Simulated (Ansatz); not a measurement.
A series in volume scale on Pd

Periodic Kohn-Sham DFT of a crystal at fixed atoms, scaled to volume_scale times the given cell; pressure positive in compression, energy less spherical unpolarised free atoms, largest_vzz the field gradient of largest size among the nuclei. The results are calculated, by Ansatz 0.2.0.

The cell before it is scaled or strained (space group Pm-3m, No. 221):
```
CELL_PARAMETERS angstrom
2.61290 0.00000 0.00000
0.00000 2.61290 0.00000
0.00000 0.00000 2.61290
ATOMIC_POSITIONS crystal
Pd 0.00000 0.00000 0.00000
```

Settings of every row: method all-electron LAPW; functional PBE; relativity scalar; k mesh 13x13x13; filling fermi-dirac; smearing width 0.03 eV; basis error target 1 meV/atom; nucleus gaussian.

Atom start moment: 0 on all atoms.

Limits: the cell comes from a prototype or a list of computed structures and needn't be the stable phase.

```
row  volume scale  V (Å³/atom)  pressure (GPa)  energy less free atoms (eV/atom)
  1          0.96       17.125           5.492                           -3.2021
  2          0.98       17.482            2.52                           -3.2109
  3             1       17.839               ?                                 ?
  4          1.02       18.196          -2.364                           -3.2108
  5          1.04       18.552           -4.37                           -3.2033
```

Question: what pressure and energy less free atoms should row 3 give?

Worked fit of pressure. Take u = (V_r/V)^(2/3) − 1 with V_r = 17.839 Å³ an atom, which is twice the finite (Eulerian) strain; such expansions in the strain, on which the Birch-Murnaghan equation of state is built, carry the rest volume and the bulk modulus. The shown rows have u = 0.02761, 0.01357, -0.01312, -0.02579. Least squares give pressure = −0.0826 + 183.31 × u + 668.4 × u² GPa; a straight line predicts inner rows, each left out in turn, worse (root mean square 0.28 against 0.021 GPa). The rows lie off it by 0.004, -0.008, 0.009, -0.004 (root mean square 0.0067 GPa). The pressure vanishes at u = 0.0004, or V = 17.83 Å³ an atom, and there the bulk modulus at fixed shape and fractions is B = −V dP/dV = (2/3)(1 + u) dP/du = 123 GPa. The withheld row has u = 0, so the fit gives −0.0826 + 183.31 × (0) + 668.4 × (0)² = -0.083 GPa.

The calculation gave -0.082 GPa. The fit lies 0.001 GPa (1.2 % of the value, 0.01 % of the column's range) below it, one unit of the last digit.

Worked fit of energy less free atoms. Take u = (V_r/V)^(2/3) − 1 with V_r = 17.839 Å³ an atom, which is twice the finite (Eulerian) strain; such expansions in the strain, on which the Birch-Murnaghan equation of state is built, carry the rest volume and the bulk modulus. The shown rows have u = 0.02761, 0.01357, -0.01312, -0.02579. Least squares give energy less free atoms = −3.21356 − 0.0063 × u + 15.23 × u² eV/atom; a straight line predicts inner rows, each left out in turn, worse (root mean square 0.0063 against 0.00014 eV/atom). The rows lie off it by 0.0000, -0.0001, 0.0001, 0.0000. Its lowest point lies at u = 0.0002, or V = 17.83 Å³ an atom, and the curvature there gives the bulk modulus at fixed shape and fractions, B = (4/9)(1 + u)² E″(u)/V = 122 GPa. The withheld row has u = 0, so the fit gives −3.21356 − 0.0063 × (0) + 15.23 × (0)² = -3.2136 eV/atom.

The calculation gave -3.2136 eV/atom. The fit meets it to the printed digit.
